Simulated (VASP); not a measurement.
Bi2Se3: work function with HSE06

Bi2Se3, a sheet with vacuum:

```
CELL_PARAMETERS angstrom
4.12469 0.00000 0.00000
-2.06235 3.57209 0.00000
0.00000 0.00000 23.02000
ATOMIC_POSITIONS crystal
Se 0.66667 0.33333 0.34712
Se 0.00000 0.00000 0.50000
Se 0.33333 0.66667 0.65288
Bi 0.33333 0.66667 0.41580
Bi 0.66667 0.33333 0.58420
```

The cell was built by a generator and needn't be a form met in nature.

```json
{
  "Program": "VASP 6.6.1",
  "Task": "work function",
  "Functional": "HSE06",
  "Potentials or basis": "VASP PAW PBE potentials, release 64 (Se, Bi_d)",
  "Cutoff": "520 eV",
  "k mesh": "6 × 6 × 1",
  "Occupations": "gaussian, width 0.03 eV",
  "Spin": "no spin polarisation",
  "Grid for exact exchange (PRECFOCK)": "Fast",
  "Dipole correction": "yes",
  "Screening parameter": "0.2 1/A",
  "Further INCAR settings": "ALGO = Normal; EDIFF = 1e-07"
}
```

```
Largest force                          : 0.242 eV/Å
Band gap on the k mesh                 : 1.57 eV, indirect (least direct gap 1.79 eV)
Ionisation potential of the upper face : 6.49 eV
```

Forces on the atoms (eV/Å):
```
Se   0.000  0.000  0.235
Se   0.000  0.000  0.000
Se   0.000  0.000 -0.235
Bi   0.000  0.000 -0.242
Bi   0.000  0.000  0.242
```

Levels at points of the mesh, in eV from the valence-band top:
```
           k point  band 22  band 23  band 24  band 25  band 26  band 27
(0.00, 0.00, 0.00)    -0.72    -0.72    -0.22     1.57     2.82     2.82
(0.50, 0.00, 0.00)    -1.17    -0.90    -0.53     2.35     3.52     3.56
```

Run time: 44 min on 4 MPI ranks on Intel(R) Xeon(R) Platinum 8259CL CPU @ 2.50GHz (Skylake/Cascade Lake), with other jobs on the host, peak memory 0.62 GiB a rank.

Caveat: the PAW data sets were made with another functional, which shifts forces and pressure a little; spin-orbit coupling is left out, which as a rule narrows the gap of such compounds by several tenths of an eV.
